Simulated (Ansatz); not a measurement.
The system is Te.

```
CELL_PARAMETERS angstrom
4.45400 0.00000 0.00000
-2.22700 3.85728 0.00000
0.00000 0.00000 5.92400
ATOMIC_POSITIONS crystal
Te 0.73100 0.73100 0.00000
Te 0.00000 0.26900 0.66667
Te 0.26900 0.00000 0.33333
```

- Program: Ansatz 0.2.0
- Task: relaxation of cell and atoms
- Functional: BLYP
- Potentials or basis: Ansatz PAW
- Cutoff: 420 eV (not typed: the program's choice for these potentials)
- k mesh: 7 × 7 × 5
- Occupations: fermi-dirac, width 0.05 eV
- Spin: no spin polarisation

At the start: volume 33.93 Å³/atom.

Question: How do energy, volume and symmetry change on relaxing?

Answer: It ends after 14 steps and the volume is 46.77 Å³/atom (+37.9 %); space group P3_121 (No. 152, to 0.05 Å).

The path:
```
step  energy change (eV)  largest force (eV/Å)  volume (Å³)
   1              0.0000                0.2203       101.78
   2             -0.1755                0.3311       116.49
   3             -0.2115                0.2375       117.02
   4             -0.2438                0.3510       123.48
   5             -0.2533                0.1405       131.87
   6             -0.2737                0.0330       128.17
   7             -0.2745                0.0160       130.74
   8             -0.2748                0.0001       130.47
   9             -0.2841                0.0007       130.47
  10             -0.2865                0.0010       132.64
  11             -0.2891                0.0153       137.80
  12             -0.2892                0.0001       138.60
  13             -0.2892                0.0002       140.32
  14             -0.2904                0.0002       140.32
```

Final structure:
```
CELL_PARAMETERS angstrom
5.23394 0.00000 0.00000
-2.61697 4.53272 0.00000
0.00000 0.00000 5.91469
ATOMIC_POSITIONS crystal
Te 0.77539 0.77539 0.00000
Te 0.00000 0.22461 0.66667
Te 0.22461 0.00000 0.33333
```

Caveat: the volume moved by over 15 % at a fixed basis, so the end points are rough; the plane-wave basis is chosen anew once the cell has moved, so the energies of steps on either side of that aren't comparable; the volume moved by +38 % from the deposited cell, more than functionals usually miss; the PAW data sets come from PBE, with cores solved anew for the run's functional, which leaves a small shift of forces and pressure.
